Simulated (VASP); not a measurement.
# As (P6/mmm) in VASP: further runs

One crystal, As, is run at these levels: r2SCAN; tasks: equation of state.

Everything below comes from runs of VASP 6.6.1. Logs are shortened: lines on timing, memory, paths and dates and some standing lists are left out, and cuts for length are marked.

### 1 The undisturbed crystal

The structure is hexagonal, space group P6/mmm (No. 191). Conventional cell: a = 4.566 Å, b = 4.566 Å, c = 2.834 Å, α = 90.00°, β = 90.00°, γ = 120.00°. As (site symmetry -6m2) has 5 As at 2.64 to 2.83 Å as nearest neighbours.

The cell was built by a generator and needn't be a form met in nature.

### 2 Equation of state, r2SCAN, 24.05 Å³/atom (volume scaled by 0.94)

File INCAR:

```
SYSTEM = As
ALGO = Normal ; EDIFF = 1E-7
ENCUT = 520 ; ISIF = 2
ISMEAR = -1 ; LASPH = .True.
LCHARG = .False. ; LMIXTAU = .True.
LREAL = .False. ; LWAVE = .False.
METAGGA = R2SCAN ; NELM = 60
PREC = Accurate ; SIGMA = 0.05
```

File KPOINTS:

```
k-points
0
Gamma
  7 7 9
  0 0 0
```

File POSCAR:

```
As
1.0
    4.4731820068      0.0000000000      0.0000000000
   -2.2365910034      3.8738908172      0.0000000000
    0.0000000000      0.0000000000      2.7758923397
As
2
Direct
    0.3333300000      0.6666700000      0.0000000000
    0.6666700000      0.3333300000      0.0000000000
```

Potentials or basis: VASP PAW PBE potentials, release 64 (As).

The run is started by

```bash
cat potpaw_PBE.64/As/POTCAR > POTCAR
mpirun -np 1 vasp_std > vasp.out
```

OUTCAR:

```text
SYSTEM = As
   EDIFF = 1E-7
   ENCUT = 520
   ISIF = 2
   ISMEAR = -1
   LASPH = .True.
   LREAL = .False.
   METAGGA = R2SCAN
   NELM = 60
   PREC = Accurate

 Found     80 irreducible k-points:

 Following reciprocal coordinates:
            Coordinates               Weight
  0.000000  0.000000  0.000000      1.000000
  0.142857  0.000000  0.000000      4.000000
 -0.142857  0.142857  0.000000      2.000000
  0.285714  0.000000  0.000000      4.000000
 -0.285714  0.285714  0.000000      2.000000
  0.428571  0.000000  0.000000      4.000000
   k-points           NKPTS =     80   k-points in BZ     NKDIM =     80   number of bands    NBANDS=      9
   number of dos      NEDOS =    301   number of ions     NIONS =      2
   total plane-waves  NPLWV =  31104
   dimension x,y,z NGX =    36 NGY =   36 NGZ =   24
   dimension x,y,z NGXF=    72 NGYF=   72 NGZF=   48
   ions per type =               2
   NGX,Y,Z   is equivalent  to a cutoff of  13.38, 13.38, 14.37 a.u.
   NGXF,Y,Z  is equivalent  to a cutoff of  26.76, 26.76, 28.75 a.u.
 SYSTEM =  As
   PREC   = accura    normal or accurate (medium, high low for compatibility)
   ISTART =      0    job   : 0-new  1-cont  2-samecut
   ICHARG =      2    charge: 1-file 2-atom 10-const
   ISPIN  =      1    spin polarized calculation?
   LNONCOLLINEAR =      F non collinear calculations
   LSORBIT =      F    spin-orbit coupling
   LASPH  =      T    aspherical Exc in radial PAW
   ENCUT  =  520.0 eV  38.22 Ry    6.18 a.u.   8.32  8.32  5.16*2*pi/ulx,y,z
   NELM   =     60;   NELMIN=  2; NELMDL= -5     # of ELM steps
   EDIFF  = 0.1E-06   stopping-criterion for ELM
   LREAL  =      F    real-space projection
   EDIFFG = 0.1E-05   stopping-criterion for IOM
   NSW    =      0    number of steps for IOM
   IBRION =     -1    ionic relax: 0-MD 1-quasi-New 2-CG
   NFREE  =      0    steps in history (QN), initial steepest desc. (CG)
   ISIF   =      2    stress and relaxation
   ISYM   =      2    0-nonsym 1-usesym 2-fastsym
   POTIM  = 0.5000    time-step for ionic-motion
   TEBEG  =    0.0;   TEEND  =   0.0 temperature during run
   PSTRESS=    0.0 pullay stress
   NELECT =      10.0000    total number of electrons
   NUPDOWN=      -1.0000    fix difference up-down
   EMIN   =  10.00;   EMAX   =-10.00  energy-range for DOS
   EFERMI =   0.00;   METHOD = LEGACY
   ISMEAR =    -1;   SIGMA  =   0.05  broadening in eV -4-tet -1-fermi 0-gaus
   EFERMI_NEDOS =   21; number of points for ismear=-14 and -15
   IALGO  =     38    algorithm
   IMIX   =      4    mixing-type and parameters
     AMIX     =   0.40;   BMIX     =  1.00
     AMIX_MAG =   1.60;   BMIX_MAG =  1.00
  volume/ion in A,a.u.               =      24.05       162.31
  Fermi-wavevector in a.u.,A,eV,Ry     =   0.969808  1.832672 12.796667  0.940528
  Thomas-Fermi vector in A             =   2.099892
   LORBIT       =      0    0 simple, 1 ext, 2 COOP (PROOUT), +10 PAW based schemes
   METAGGA = R2SCAN    functional components
   LHFCALC =     F    Hartree Fock is set to
   AEXX    =    0.0000 exact exchange contribution
   IVDW    =     0    specifies the selected vdW correction
   LEPSILON=     F    determine dielectric tensor
   LRPA    =     F    only Hartree local field effects (RPA)
 non-spin polarized calculation
  energy-cutoff  :      520.00
  volume of cell :       48.10
 maximum number of plane-waves:      1309
 NGX is ok and might be reduce to    36
   NGX = 17   NGY = 17   NGZ = 11

 number of electron      10.0000001 magnetization

 Free energy of the ion-electron system (eV)
  ---------------------------------------------------
  ext. energy  EPLUGINS =         0.00000000
  ---------------------------------------------------
  free energy    TOTEN  =       -28.84728655 eV

  energy without entropy =      -28.83985617  energy(sigma->0) =      -28.84357136

 E-fermi :   4.2889     XC(G=0):  -9.7531

 val. band max:        4.2465497756   @ k =   0.0000   0.0000   0.0000
 cond. band min:       4.2944806162   @ k =   0.2857   0.1429   0.4444
 fundamental gap:      0.0479308406
 Fermi energy:         4.2889287221

 k-point     1 :       0.0000    0.0000    0.0000
  band No.  band energies     occupation
      1     -11.0856      2.00000
      2      -4.5742      2.00000
      3      -0.4829      2.00000
      4      -0.4825      2.00000
      5       4.2461      1.40426
      6       4.2465      1.40012
      7       7.9145      0.00000
      8       9.1002      0.00000
      9      12.4655      0.00000

 k-point     2 :       0.1429    0.0000    0.0000
  band No.  band energies     occupation
      1     -10.9216      2.00000
      2      -5.3050      2.00000
      3      -0.7207      2.00000
      4       0.1233      2.00000
      5       4.2111      1.65179
      6       4.8453      0.00003
      7       8.0566      0.00000
      8       9.9997      0.00000
      9      12.1456      0.00000

 k-point     3 :      -0.1429    0.1429    0.0000
  band No.  band energies     occupation
      1     -10.9216      2.00000
      2      -5.3049      2.00000
      3      -0.7210      2.00000
      4       0.1235      2.00000
      5       4.2108      1.65349
      6       4.8456      0.00003
      7       8.0566      0.00000
      8       9.9997      0.00000
      9      12.1456      0.00000

 k-point     4 :       0.2857    0.0000    0.0000
  band No.  band energies     occupation
      1     -10.4515      2.00000
      2      -6.6476      2.00000
      3      -1.1471      2.00000
      4       0.7671      2.00000
      5       4.9222      0.00001
      6       6.2961      0.00000
      7       8.4577      0.00000
      8      11.3862      0.00000
      9      11.7161      0.00000

 k-point     5 :      -0.2857    0.2857    0.0000
  band No.  band energies     occupation
      1     -10.4515      2.00000
      2      -6.6474      2.00000
      3      -1.1473      2.00000
      4       0.7671      2.00000
      5       4.9220      0.00001
      6       6.2963      0.00000
      7       8.4576      0.00000
      8      11.3863      0.00000
      9      11.7162      0.00000

 k-point     6 :       0.4286    0.0000    0.0000
  band No.  band energies     occupation
      1      -9.8236      2.00000
      2      -7.7945      2.00000
      3      -1.4230      2.00000
      4       0.8495      2.00000
      5       6.5386      0.00000
      6       7.8827      0.00000
      7       8.9742      0.00000
      8      10.6138      0.00000
      9      10.6439      0.00000

 [... further k-points ...]

------------------------ aborting loop because EDIFF is reached ----------------------------------------

  FORCE on cell =-STRESS in cart. coord.  units (eV):
  Direction    XX          YY          ZZ          XY          YZ          ZX
  --------------------------------------------------------------------------------------
  -------------------------------------------------------------------------------------
  Total        0.3458612      0.3459998      0.8417433      0.0001198      0.0000000      0.0000000
  in kB       11.5198257     11.5244411     28.0364931      0.0039890      0.0000000      0.0000000
  external PRESSURE =      17.0269200 kB  Pullay stress =       0.0000000 kB

 VOLUME and BASIS-vectors are now :
 -----------------------------------------------------------------------------
  energy-cutoff  :      520.00
  volume of cell :       48.10
      direct lattice vectors                 reciprocal lattice vectors
     4.473182007  0.000000000  0.000000000     0.223554507  0.129069203  0.000000000
    -2.236591003  3.873890817  0.000000000     0.000000000  0.258138406  0.000000000
     0.000000000  0.000000000  2.775892340     0.000000000  0.000000000  0.360244519

 POSITION                                       TOTAL-FORCE (eV/Angst)
 -----------------------------------------------------------------------------------
     -0.00002      2.58261      0.00000         0.000067     -0.000038      0.000000
      2.23661      1.29128      0.00000        -0.000067      0.000038      0.000000
 -----------------------------------------------------------------------------------
    total drift:                                0.000000      0.000000      0.000000

  FREE ENERGIE OF THE ION-ELECTRON SYSTEM (eV)
  ---------------------------------------------------
  free  energy   TOTEN  =       -28.8472865478 eV

  energy  without entropy=      -28.8398561703  energy(sigma->0) =      -28.84357136
```

Wall time 73 s (1 thread of Intel Xeon 6975P-C (Granite Rapids), shared host); peak memory 0.19 GiB.

Results:

```
Free energy            : -28.8473 eV
Pressure               : 1.7 GPa
Band gap on the k mesh : none (metal or under the smearing width)
```

Caveat: the PAW data sets were made with another functional, which shifts forces and pressure a little.

### 3 Equation of state, r2SCAN, 24.56 Å³/atom (volume scaled by 0.96)

File INCAR:

```
SYSTEM = As
PREC = Accurate ; ENCUT = 520
EDIFF = 1E-6 ; ISMEAR = -1
SIGMA = 0.05 ; LREAL = .False.
LASPH = .True. ; NELM = 100
ALGO = Normal ; ISIF = 2
LWAVE = .False. ; LCHARG = .False.
METAGGA = R2SCAN ; LMIXTAU = .True.
```

File KPOINTS:

```
regular mesh
0
Gamma
  7 7 9
  0 0 0
```

File POSCAR:

```
As
1.0
    4.5046843265      0.0000000000      0.0000000000
   -2.2523421632      3.9011726374      0.0000000000
    0.0000000000      0.0000000000      2.7954415214
As
2
Direct
    0.3333300000      0.6666700000      0.0000000000
    0.6666700000      0.3333300000      0.0000000000
```

Potentials or basis: VASP PAW PBE potentials, release 64 (As).

The run is started by

```bash
cat potpaw_PBE.64/As/POTCAR > POTCAR
mpirun -np 1 vasp_std > vasp.out
```

Run time: 70 s. Hardware: 1 thread of Intel Xeon 6975P-C (Granite Rapids), shared host; peak memory 0.19 GiB.

Results (log left out):

| Item | Value |
| --- | --- |
| Free energy | -28.8543 eV |
| Pressure | 0.5 GPa |
| Band gap on the k mesh | none (metal or under the smearing width) |

Caveat: the PAW data sets were made with another functional, which shifts forces and pressure a little.
